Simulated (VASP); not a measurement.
# FeO (Wuestite) (R-3m) in VASP: equation of state, part 2 of 2

VASP 6.6.1. Earlier steps stand in the parts before.

## Step 3: Equation of state, PBE, collinear spin, ferromagnetic start, 9.66 Å³/atom (volume scaled by 0.96)

Input file INCAR:

```
SYSTEM = FeO
PREC = Accurate ; ENCUT = 520
EDIFF = 1E-7 ; ISMEAR = -1
SIGMA = 0.05 ; LREAL = .False.
LASPH = .True. ; NELM = 120
ALGO = Normal ; ISIF = 2
LWAVE = .False. ; LCHARG = .False.
ISPIN = 2 ; MAGMOM = 3 0
LORBIT = 11 ; LMAXMIX = 4
GGA = PE ; NBANDS = 18
```

Input file KPOINTS:

```
Automatic mesh
0
Gamma
  11 11 11
  0 0 0
```

Input file POSCAR:

```
FeO
1.0
    1.4982937792      0.8650403168      2.4855247686
   -1.4982937792      0.8650403168      2.4855247686
    0.0000000000     -1.7300806335      2.4855247686
Fe O
1 1
Direct
    0.0000000000      0.0000000000      0.0000000000
    0.5000000000      0.5000000000      0.5000000000
```

Potentials or basis: VASP PAW PBE potentials, release 64 (Fe, O).

The run is started by

```sh
> cat potpaw_PBE.64/Fe/POTCAR potpaw_PBE.64/O/POTCAR > POTCAR
> mpirun -np 1 vasp_std > vasp.out
```

OUTCAR:

```text
SYSTEM = FeO
   PREC = Accurate
   ENCUT = 520
   EDIFF = 1E-7
   ISMEAR = -1
   LREAL = .False.
   LASPH = .True.
   NELM = 120
   ISIF = 2
   ISPIN = 2
   LORBIT = 11
   GGA = PE

 ion  position               nearest neighbor table
   1  0.000  0.000  0.000-   2 2.13   2 2.13   2 2.13   2 2.13   2 2.13   2 2.13
   2  0.500  0.500  0.500-   1 2.13   1 2.13   1 2.13   1 2.13   1 2.13   1 2.13

  LATTYP: Found a trigonal (rhomboedric) cell.
 ALAT       =     3.0283679390
 COS(alpha) =     0.5104391626

  Lattice vectors:

 A1 = (   1.4982937792,   0.8650403168,   2.4855247686)
 A2 = (  -1.4982937792,   0.8650403168,   2.4855247686)
 A3 = (   0.0000000000,  -1.7300806335,   2.4855247686)

Analysis of symmetry for initial positions (statically):
=====================================================================
 Subroutine PRICEL returns:
 Original cell was already a primitive cell.

 Routine SETGRP: Setting up the symmetry group for a
 trigonal (rhombohedral) supercell.

 Subroutine GETGRP returns: Found 12 space group operations
 (whereof 12 operations were pure point group operations)
 out of a pool of 12 trial point group operations.

The static configuration has the point symmetry D_3d.

Analysis of symmetry for dynamics (positions and initial velocities):
=====================================================================
 Subroutine PRICEL returns:
 Original cell was already a primitive cell.

 Routine SETGRP: Setting up the symmetry group for a
 trigonal (rhombohedral) supercell.

 Subroutine GETGRP returns: Found 12 space group operations
 (whereof 12 operations were pure point group operations)
 out of a pool of 12 trial point group operations.

The dynamic configuration has the point symmetry D_3d.

Analysis of structural, dynamic, and magnetic symmetry:
=====================================================================
 Subroutine PRICEL returns:
 Original cell was already a primitive cell.

 Routine SETGRP: Setting up the symmetry group for a
[... 175 lines left out ...]
  ---------------------------------------------------
  free energy    TOTEN  =       -14.91979836 eV

  energy without entropy =      -14.90860102  energy(sigma->0) =      -14.91419969

 E-fermi :   6.5870     XC(G=0): -12.3614

 val. band max:        6.5855390168   @ k =  -0.4545   0.1818   0.0000
 cond. band min:       6.5945003691   @ k =   0.4545   0.1818   0.1818
 fundamental gap:      0.0089613523
 Fermi energy:         6.5870264336

 spin component 1

 k-point     1 :       0.0000    0.0000    0.0000
  band No.  band energies     occupation
      1     -14.4245      1.00000
      2       2.6013      1.00000
      3       2.6334      1.00000
      4       2.7011      1.00000
      5       2.7011      1.00000
      6       2.7043      1.00000
[... 829 lines left out ...]
     17      33.2475      0.00000
     18      34.5870      0.00000

 [... further k-points ...]

 spin component 2

 k-point     1 :       0.0000    0.0000    0.0000
  band No.  band energies     occupation
      1     -13.8785      1.00000
      2       3.1743      1.00000
      3       3.2808      1.00000
      4       3.2808      1.00000
      5       5.7451      1.00000
      6       5.8358      1.00000
[... 829 lines left out ...]
     17      33.8653      0.00000
     18      35.3887      0.00000

 [... further k-points ...]

------------------------ aborting loop because EDIFF is reached ----------------------------------------

  FORCE on cell =-STRESS in cart. coord.  units (eV):
  Direction    XX          YY          ZZ          XY          YZ          ZX
  --------------------------------------------------------------------------------------
  -------------------------------------------------------------------------------------
  Total        0.8898353      0.8898353      0.7829337      0.0000000      0.0000000      0.0000000
  in kB       73.7594262     73.7594262     64.8982379      0.0000000      0.0000000      0.0000000
  external PRESSURE =      70.8056968 kB  Pullay stress =       0.0000000 kB

 VOLUME and BASIS-vectors are now :
 -----------------------------------------------------------------------------
  energy-cutoff  :      520.00
  volume of cell :       19.33
      direct lattice vectors                 reciprocal lattice vectors
     1.498293779  0.865040317  2.485524769     0.333712925  0.192669247  0.134109842
    -1.498293779  0.865040317  2.485524769    -0.333712925  0.192669247  0.134109842
     0.000000000 -1.730080634  2.485524769     0.000000000 -0.385338494  0.134109842

 POSITION                                       TOTAL-FORCE (eV/Angst)
 -----------------------------------------------------------------------------------
      0.00000      0.00000      0.00000         0.000000     -0.000000     -0.000000
      0.00000      0.00000      3.72829        -0.000000      0.000000      0.000000
 -----------------------------------------------------------------------------------
    total drift:                               -0.000000      0.000000     -0.000000

  FREE ENERGIE OF THE ION-ELECTRON SYSTEM (eV)
  ---------------------------------------------------
  free  energy   TOTEN  =       -14.9197983611 eV

  energy  without entropy=      -14.9086010244  energy(sigma->0) =      -14.91419969

 total charge

# of ion       s       p       d       tot
------------------------------------------
    1        0.298   0.383   6.112   6.792
    2        1.557   3.457   0.000   5.014
--------------------------------------------------
tot          1.854   3.840   6.112  11.806

 magnetization (x)

# of ion       s       p       d       tot
------------------------------------------
    1        0.027   0.022   3.564   3.613
    2        0.031   0.277   0.000   0.309
--------------------------------------------------
tot          0.058   0.299   3.564   3.922
```

It took 73 s on 1 thread of AMD EPYC 9R45 (Zen 5), shared host; peak memory 0.17 GiB.

What came out:

```yaml
Free_energy: -14.9198 eV
Pressure: 7.1 GPa
Band_gap_on_the_k_mesh: none (metal or under the smearing width)
Net_moment: 4.00 μB per cell
Site_moments: Fe +3.61; O +0.31 μB
Valence_electrons_inside_the_program's_atomic_spheres: Fe 6.79; O 5.01
```

Caveat: a cell with one magnetic atom can't hold antiferromagnetic order, which such compounds often take; semilocal functionals often make such compounds metallic where correlation or magnetic order opens a gap, which also shifts bond lengths.

## Step 4: Equation of state, PBE, collinear spin, ferromagnetic start, 9.87 Å³/atom (volume scaled by 0.98)

Input file INCAR:

```
SYSTEM = FeO
ALGO = Normal ; EDIFF = 1E-7
ENCUT = 520 ; GGA = PE
ISIF = 2 ; ISMEAR = -1
ISPIN = 2 ; LASPH = .TRUE.
LCHARG = .FALSE. ; LMAXMIX = 4
LORBIT = 11 ; LREAL = .FALSE.
LWAVE = .FALSE. ; MAGMOM = 3 0
NBANDS = 18 ; NELM = 120
PREC = Accurate ; SIGMA = 0.05
```

Input file KPOINTS:

```
k-points
0
G
  11 11 11
  0 0 0
```

Input file POSCAR:

```
FeO
1.0
    1.5086271663      0.8710063006      2.5026668604
   -1.5086271663      0.8710063006      2.5026668604
    0.0000000000     -1.7420126011      2.5026668604
Fe O
1 1
Direct
    0.0000000000      0.0000000000      0.0000000000
    0.5000000000      0.5000000000      0.5000000000
```

The run is started by

```sh
> cat potpaw_PBE.64/Fe/POTCAR potpaw_PBE.64/O/POTCAR > POTCAR
> mpirun -np 1 vasp_std > vasp.out
```

It took 63 s on 1 thread of AMD EPYC 9R45 (Zen 5), shared host; peak memory 0.17 GiB.

Results (log left out):

| Quantity | Value |
| --- | --- |
| Free energy | -14.9325 eV |
| Pressure | 2.8 GPa |
| Band gap on the k mesh | none (metal or under the smearing width) |
| Net moment | 4.00 μB per cell |
| Site moments | Fe +3.62; O +0.30 μB |
| Valence electrons inside the program's atomic spheres | Fe 6.76; O 5.00 |

Caveat: a cell with one magnetic atom can't hold antiferromagnetic order, which such compounds often take; semilocal functionals often make such compounds metallic where correlation or magnetic order opens a gap, which also shifts bond lengths.

## Step 5: Equation of state, PBE, collinear spin, ferromagnetic start, 10.27 Å³/atom (volume scaled by 1.02)

Input file INCAR:

```
PREC = Accurate ; ENCUT = 520
EDIFF = 1E-7 ; ISMEAR = -1
SIGMA = 0.05 ; LREAL = F
LASPH = T ; NELM = 100
ALGO = Normal ; ISIF = 2
LWAVE = F ; LCHARG = F
ISPIN = 2 ; MAGMOM = 3 0
LORBIT = 11 ; LMAXMIX = 4
GGA = PE ; NBANDS = 18
```

Input file KPOINTS:

```
regular mesh
0
Gamma
  11 11 11
```

Input file POSCAR:

```
FeO
1.0
    1.5288796120      0.8826990556      2.5362637132
   -1.5288796120      0.8826990556      2.5362637132
    0.0000000000     -1.7653981111      2.5362637132
Fe O
1 1
Direct
    0.0000000000      0.0000000000      0.0000000000
    0.5000000000      0.5000000000      0.5000000000
```

The run is started by

```sh
> cat potpaw_PBE.64/Fe/POTCAR potpaw_PBE.64/O/POTCAR > POTCAR
> mpirun -np 1 vasp_std > vasp.out
```

It took 65 s on 1 thread of AMD EPYC 9R45 (Zen 5), shared host; peak memory 0.18 GiB.

The run converged. Its results:

| Property | Result |
| --- | --- |
| Free energy | -14.9282 eV |
| Pressure | -4.5 GPa |
| Band gap on the k mesh | none (metal or under the smearing width) |
| Net moment | 4.00 μB per cell |
| Site moments | Fe +3.62; O +0.30 μB |
| Valence electrons inside the program's atomic spheres | Fe 6.69; O 4.98 |

Caveat: a cell with one magnetic atom can't hold antiferromagnetic order, which such compounds often take; semilocal functionals often make such compounds metallic where correlation or magnetic order opens a gap, which also shifts bond lengths.

## Step 6: Equation of state, PBE, collinear spin, ferromagnetic start, 10.47 Å³/atom (volume scaled by 1.04)

Input file INCAR:

```
SYSTEM = FeO
PREC = Accurate
ENCUT = 520
EDIFF = 1E-7
ISMEAR = -1
SIGMA = 0.05
LREAL = .FALSE.
LASPH = .TRUE.
NELM = 120
ALGO = Normal
ISIF = 2
LWAVE = .FALSE.
LCHARG = .FALSE.
ISPIN = 2
MAGMOM = 3 0
LORBIT = 11
LMAXMIX = 4
GGA = PE
NBANDS = 18
```

Input file KPOINTS:

```
regular mesh
0
G
  11 11 11
  0 0 0
```

Input file POSCAR:

```
FeO
1.0
    1.5388076799      0.8884310282      2.5527334195
   -1.5388076799      0.8884310282      2.5527334195
    0.0000000000     -1.7768620564      2.5527334195
Fe O
1 1
Direct
    0.0000000000      0.0000000000      0.0000000000
    0.5000000000      0.5000000000      0.5000000000
```

Potentials or basis: VASP PAW PBE potentials, release 64 (Fe, O).

The run is started by

```sh
> cat potpaw_PBE.64/Fe/POTCAR potpaw_PBE.64/O/POTCAR > POTCAR
> mpirun -np 1 vasp_std > vasp.out
```

Run time: 66 s. Hardware: 1 thread of AMD EPYC 9R45 (Zen 5), shared host; peak memory 0.18 GiB.

The run converged. Its results:

```
Free energy                                           : -14.9133 eV
Pressure                                              : -7.6 GPa
Band gap on the k mesh                                : none (metal or under the smearing width)
Net moment                                            : 4.00 μB per cell
Site moments                                          : Fe +3.62; O +0.29 μB
Valence electrons inside the program's atomic spheres : Fe 6.66; O 4.97
```

Caveat: a cell with one magnetic atom can't hold antiferromagnetic order, which such compounds often take; semilocal functionals often make such compounds metallic where correlation or magnetic order opens a gap, which also shifts bond lengths.

## Step 7: Equation of state, PBE, collinear spin, ferromagnetic start, 10.67 Å³/atom (volume scaled by 1.06)

INCAR, as its differences from that of step 6:

```diff
@@ -8,3 +8,3 @@
 LASPH = .TRUE.
-NELM = 120
+NELM = 100
 ALGO = Normal
```

Input file KPOINTS:

```
Automatic mesh
0
G
  11 11 11
  0 0 0
```

Input file POSCAR:

```
FeO
1.0
    1.5486092669      0.8940899771      2.5689933065
   -1.5486092669      0.8940899771      2.5689933065
    0.0000000000     -1.7881799543      2.5689933065
Fe O
1 1
Direct
    0.0000000000      0.0000000000      0.0000000000
    0.5000000000      0.5000000000      0.5000000000
```

The run is started by

```sh
> cat potpaw_PBE.64/Fe/POTCAR potpaw_PBE.64/O/POTCAR > POTCAR
> mpirun -np 1 vasp_std > vasp.out
```

Run time: 74 s. Hardware: 1 thread of AMD EPYC 9R45 (Zen 5), shared host; peak memory 0.18 GiB.

The run converged. Its results:

* Free energy: -14.8911 eV
* Pressure: -10.4 GPa
* Band gap on the k mesh: none (metal or under the smearing width)
* Net moment: 4.00 μB per cell
* Site moments: Fe +3.63; O +0.29 μB
* Valence electrons inside the program's atomic spheres: Fe 6.63; O 4.96

Caveat: a cell with one magnetic atom can't hold antiferromagnetic order, which such compounds often take; semilocal functionals often make such compounds metallic where correlation or magnetic order opens a gap, which also shifts bond lengths.

## Step 8: Equation of state, PBE, collinear spin, ferromagnetic start

Potentials or basis: VASP PAW PBE potentials, release 64 (Fe, O).

No new run: the results of the series are fitted here.

What came out:

```
Equilibrium volume                        : 10.02 Å³/atom
Bulk modulus at fixed shape and positions : 186 GPa
Pressure derivative of the bulk modulus   : 4.6
```

Energy against volume, from the lowest point:
```tsv
volume (Å³/atom)	energy (meV/atom)
9.463	19.67
9.664	7.58
9.866	1.22
10.067	0.00
10.268	3.36
10.470	10.81
10.671	21.93
```

Caveat: the cell was scaled at fixed shape and fractional positions, which overstates the stiffness of a crystal with free parameters, most of all of layers and chains.

## Step 9: Comparison with measurements

Step 8. The cell as given is a measured one (10.07 Å³/atom); PBE puts the equilibrium volume -0.5 % from it, thermal expansion not counted.
